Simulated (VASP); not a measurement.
# Settings for SrCl₂: relaxation of the cell

SrCl₂, P1 (no. 1), 3 atoms in the cell. PBE, relaxation of the cell; PAW potentials Sr_sv, Cl (PBE set). VASP 6.6.1.

Wanted: cell lengths a, b, c within 0.2 %; volume within 0.4 %.

The series start from Relaxations run in a row: 2; Cutoff ENCUT (eV): 350; Force threshold EDIFFG (eV/Å): -0.01; Relaxation method: conjugate gradient, POTIM 0.5; Precision mode: Accurate. Each series keeps the choices made before it, and each single choice may use up half of a tolerance. Times cover all steps of a run.

## Relaxations run in a row

| Relaxations run in a row | Cell lengths a, b, c, largest deviation against the largest value | Volume (Å³/atom) | Time (s) |
|---|---|---|---|
| 1 | 0 % | 29.16 | 71 |
| 2 | 0 % | 29.16 | 93 |
| 3 (reference) | 0 % | 29.16 | 94 |

Chosen: 1, the loosest value from which every tighter one stays within half of the tolerance.

## Cutoff ENCUT (eV)

| Cutoff ENCUT (eV) | Cell lengths a, b, c, largest deviation against the largest value | Volume (Å³/atom) | Time (s) |
|---|---|---|---|
| 250 | 1.2 % | 28.17 | 64 |
| 300 | 0.15 % | 29.02 | 63 |
| 350 | 0.043 % | 29.16 | 71 |
| 400 | 0.045 % | 29.11 | 105 |
| 450 | 0.04 % | 29.1 | 115 |
| 500 (reference) | 0 % | 29.13 | 128 |

Chosen: 350.

## Force threshold EDIFFG (eV/Å)

| Force threshold EDIFFG (eV/Å) | Cell lengths a, b, c, largest deviation against the largest value | Volume (Å³/atom) | Time (s) |
|---|---|---|---|
| -0.05 | 0.21 % | 29.16 | 46 |
| -0.02 | 0.11 % | 29.19 | 52 |
| -0.01 | 0.04 % | 29.16 | 71 |
| -0.005 | 0.016 % | 29.18 | 72 |
| -0.002 (reference) | 0 % | 29.18 | 76 |

Chosen: -0.01.

## Relaxation method

| Relaxation method | Cell lengths a, b, c, largest deviation against the largest value | Volume (Å³/atom) | Time (s) |
|---|---|---|---|
| conjugate gradient, POTIM 0.5 | 0 % | 29.16 | 71 |
| conjugate gradient, POTIM 0.2 | 0.031 % | 29.19 | 80 |
| conjugate gradient, POTIM 1.0 | 0.024 % | 29.18 | 72 |
| quasi-Newton, POTIM 0.5 | 0.056 % | 29.18 | 55 |
| quasi-Newton, POTIM 0.5, at least 5 electronic steps | 0.056 % | 29.18 | 62 |
| velocity quench, POTIM 0.1 | 0.1 % | 29.14 | 92 |

Chosen: conjugate gradient, POTIM 0.5; no other choice that stays within half of the tolerance saves 30 % of the time.

## Precision mode

| Precision mode | Cell lengths a, b, c, largest deviation against the largest value | Volume (Å³/atom) | Time (s) |
|---|---|---|---|
| Accurate | 0 % | 29.16 | 71 |
| Normal | 0.0056 % | 29.16 | 43 |
| High | 0.0024 % | 29.16 | 60 |

Chosen: Normal, the fastest of those that stay within half of the tolerance.

## All choices together

| Input | Cell lengths a, b, c, largest deviation against the largest value | Volume (Å³/atom) | Time (s) |
|---|---|---|---|
| EDIFF and PREC left to the program (naive) | 0.12 % | 29.19 | 78 |
| chosen settings | 0.035 % | 29.16 | 43 |
| reference settings throughout | 0 % | 29.14 | 183 |

The tolerance is met.

Values of the reference run: Cell lengths a, b, c: 4.981, 4.982, 4.981 Å.

## The input

INCAR.step1:
```
ALGO = Normal ; EDIFF = 1E-7
EDIFFG = -0.01 ; ENCUT = 350
IBRION = 2 ; ISIF = 3
ISMEAR = 0 ; KPAR = 4
LASPH = T ; LCHARG = F
LREAL = F ; LWAVE = F
NELM = 100 ; NSW = 60
POTIM = 0.5 ; PREC = Normal
SIGMA = 0.05
```

INCAR.step2, as INCAR.step1 but for:
```
- EDIFFG = -0.01
- IBRION = 2
- ISIF = 3
- NSW = 60
- POTIM = 0.5
+ ISIF = 2
+ NSW = 0
```

KPOINTS:
```
k-points
0
Gamma
  5 5 5
```

POSCAR.step1:
```
SrCl2
1.0
   -0.0146840000      3.6173350000      3.5942540000
    3.5671090000      0.0116510000      3.5679200000
    3.5612400000      3.5851320000      0.0175200000
Sr Cl
1 2
Direct
   -0.0041780000      0.0036820000      0.0046970000
    0.7549990000      0.7456550000      0.7463510000
    0.2491790000      0.2506630000      0.2489520000
```

POSCAR.step2:
```
SrCl2
1.0
    0.0000408291      3.5242245599      3.5212314022
    3.5234213220     -0.0021610709      3.5234444107
    3.5215693626      3.5246474909     -0.0002707107
Sr Cl
1 2
Direct
    0.0000306061      0.9999644424      0.9999410186
    0.7500578827      0.7498045609      0.7500644883
    0.2499115112      0.2502309967      0.2499944931
```

Commands (each step's output is kept before the next begins):
```
cat potpaw_PBE.64/Sr_sv/POTCAR potpaw_PBE.64/Cl/POTCAR > POTCAR
cp INCAR.step1 INCAR
cp POSCAR.step1 POSCAR
mpirun -np 4 vasp_std > vasp.out
cp CONTCAR POSCAR
cp INCAR.step2 INCAR
cp POSCAR.step2 POSCAR
mpirun -np 4 vasp_std > vasp.out
```

The naive input happens to agree within the tolerance here, in 78 s.

Limits: the start was distorted on purpose (volume up by 6 %, random strain, atoms moved at random), so the space group given is the start's and not the crystal's.

The chosen input took VASP 6.6.1 43 s on 4 cores (AMD EPYC 9R45 (Zen 5)), a shared host.

## An input that fails: cell relaxed at a low cutoff

It runs to its end, but against the unchanged starting input it is off by 1.6 % in the cell lengths a, b, c, 4.9 % in the volume.

Changes against the starting input:
```
(all steps)
- PREC = Accurate
- ENCUT = 350
+ PREC = Low
+ ENCUT = 250
(POSCAR.step3)
-    0.0003560436      3.5244402813      3.5214170748
-    3.5235745265     -0.0018206706      3.5236040518
-    3.5217423732      3.5248565905      0.0000494502
+    0.0020920628      3.4750667758      3.4715643336
+    3.4664483857      0.0068656607      3.4667522971
+    3.4637071740      3.4675371678      0.0096357573
-    0.0000349549      0.9999612657      0.9999363977
-    0.7500623782      0.7498123039      0.7500694807
-    0.2499026668      0.2502264304      0.2499941216
+    0.0000381390      0.9999631000      0.9999314044
+    0.7498145195      0.7500386260      0.7504462103
+    0.2501473415      0.2499982741      0.2496223853
```
